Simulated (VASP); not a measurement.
Input of a VASP 6.6.1 run:

File INCAR:

```
PREC = Accurate ; ENCUT = 520
EDIFF = 1E-7 ; ISMEAR = 0
SIGMA = 0.1 ; LREAL = False
LASPH = True ; NELM = 100
ALGO = Fast ; ISIF = 2
LWAVE = False ; LCHARG = False
GGA = PS ; NBANDS = 11
```

The input KPOINTS:

```
regular mesh
0
Gamma
  3 3 4
```

Contents of POSCAR:

```
Ba
1.0
   11.7250267169      0.0000000000      0.0000000000
   -5.8625133584     10.1541709968      0.0000000000
    0.0000000000      0.0000000000      4.8586149420
Ba
1
Direct
    0.0000000000      0.0000000000      0.0000000000
```

Potentials or basis: VASP PAW PBE potentials, release 64 (Ba_sv).

Launch:

```sh
$ cat potpaw_PBE.64/Ba_sv/POTCAR > POTCAR
$ mpirun -np 1 vasp_std > vasp.out
```

(1) Predict the band gap on the k mesh.

(2) Predict the pressure.

Results:

(1) none (metal or under the smearing width).

(2) -0.2 GPa.

Caveat: the PAW data sets were made with another functional, which shifts forces and pressure a little.
